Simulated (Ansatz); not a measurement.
# BaF2 (Fm-3m) under several functionals

Plane-wave DFT in Ansatz with scalar-relativistic PAW potentials. The same structure was relaxed (cell and atoms, symmetry kept) in separate runs at each level. No spin polarisation.

```csv
level,cutoff (eV),k mesh,V (Å³/atom),a (Å),gap (eV),B0 (GPa)
LDA,420,6×6×6,18.407,6.045,6.81,–
PBEsol,420,6×6×6,19.269,6.138,6.86,–
r2SCAN,500,6×6×6,19.810,6.195,7.41,61
PBE+D3(BJ),420,6×6×6,19.927,6.207,6.84,–
```

Task: Where does PBE (420 eV, k mesh 6×6×6) fall?

Result: V (Å³/atom) 20.306, a (Å) 6.246, gap (eV) 6.73, B0 (GPa) 54. Its volume is the largest of the set. The usual order of volumes, LDA < PBEsol < PBE, holds here (18.407, 19.269, 20.306 Å³/atom). As a rule LDA overbinds; PBEsol, built on the gradient expansion of slowly varying densities, lies between LDA and PBE; PBE's stronger gradient term for exchange weakens bonds. Adding D3 to PBE changes the volume by -1.9 %; the term is attractive, so it pulls cells in. In ionic crystals its C6 for cations, set by coordination number and not by charge, is often too large, so it can pull in too far. r2SCAN lies 2.4 % under PBE in volume. B0 goes from 61.1 to 54.0 GPa as the volume grows by 2.5 %; on one curve with B' = 4.7 the volume alone, B ∝ V^(−B'), would give 54.3 GPa, and the rest of the difference is the functional's own stiffness. Each gap belongs to its own cell, so it mixes the functional's effect with that of the volume; gaps are the least found on the k mesh or on a band path.

Spin-orbit coupling is left out, which matters for the bands of heavy elements.